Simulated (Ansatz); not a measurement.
Runs of Ansatz 0.2.0 on Ga. It takes space group P2_1/m (No. 11, monoclinic). The conventional cell has a = 2.778 Å, b = 3.282 Å, c = 4.210 Å, α = 90.00°, β = 108.61°, γ = 90.00°. Ga (site symmetry m) is surrounded by 8 Ga at 2.71 to 2.84 Å. This isn't the form of Ga at room conditions, which is orthorhombic.

| level | k mesh | cutoff (eV) | mesh quality | V0 of scaled cells (Å³/atom) | B0 (GPa) |
| --- | --- | --- | --- | --- | --- |
| PBEsol | 10 × 8 × 7 | 420 | not flagged | (b) | 60 |
| HSE06 | 6 × 6 × 4 | 420 | coarse | 18.61 | 56 |
| LDA | 10 × 8 × 7 | 420 | not flagged | 17.35 | (c) |
| r2SCAN | 10 × 8 × 7 | 500 | not flagged | (a) | 61 |
| PBE0 | 6 × 4 × 4 | 420 | coarse | 18.07 | 67 |

Alike in all rows: task equation of state; potentials or basis Ansatz PAW; no spin polarisation; cell as given; smearing fermi-dirac 0.05 eV.

Task: Estimate the missing entries.

Result: (a) 18.16; (b) 17.98; (c) 65.

Caveats: some runs use coarse meshes; the cell was scaled at fixed shape and fractional positions, which overstates the stiffness of a crystal with free parameters, most of all of layers and chains; the PAW data sets come from PBE, with cores solved anew for the run's functional, which leaves a small shift of forces and pressure.

Not every run made on this cell is shown here.
